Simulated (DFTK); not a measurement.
The system is Rh.

```xyz
1
Lattice="0.0000 1.8979 1.8979 1.8979 0.0000 1.8979 1.8979 1.8979 0.0000" Properties=species:S:1:pos:R:3 pbc="T T T"
Rh    0.0000    0.0000    0.0000
```

Base run:

- Program: DFTK 0.8.2
- Functional: LDA
- Potentials or basis: SG15 1.2 (PBE)
- Cutoff: 1225 eV
- k mesh: 12 × 12 × 12
- Occupations: fermi-dirac, width 0.05 eV
- Spin: no spin polarisation

Its results: band gap on the k mesh none (metal or under the smearing width); pressure -11.3 GPa.

Question: After a change of settings the same cell gave: band gap on the k mesh none (metal or under the smearing width); pressure -1.1 GPa. Which change was it?
A. functional from LDA to PBEsol; potentials or basis from SG15 1.2 (PBE) to dojo.nc.sr.pbesol.v0_4_1.standard.upf (PBEsol); cutoff from 1225 eV to 1197 eV
B. potentials or basis from SG15 1.2 (PBE) to cp2k.nc.sr.lda.v0_1.largecore.gth (LDA, GTH, large core); cutoff from 1225 eV to 1660 eV; valence electrons from 17 to 9
C. functional from LDA to r2SCAN
D. functional from LDA to PBEsol; cutoff from 1225 eV to 952 eV

Answer: C.

Caveats: the potentials were made for another functional, which shifts forces and pressure.

Not every run made on this cell is shown here.
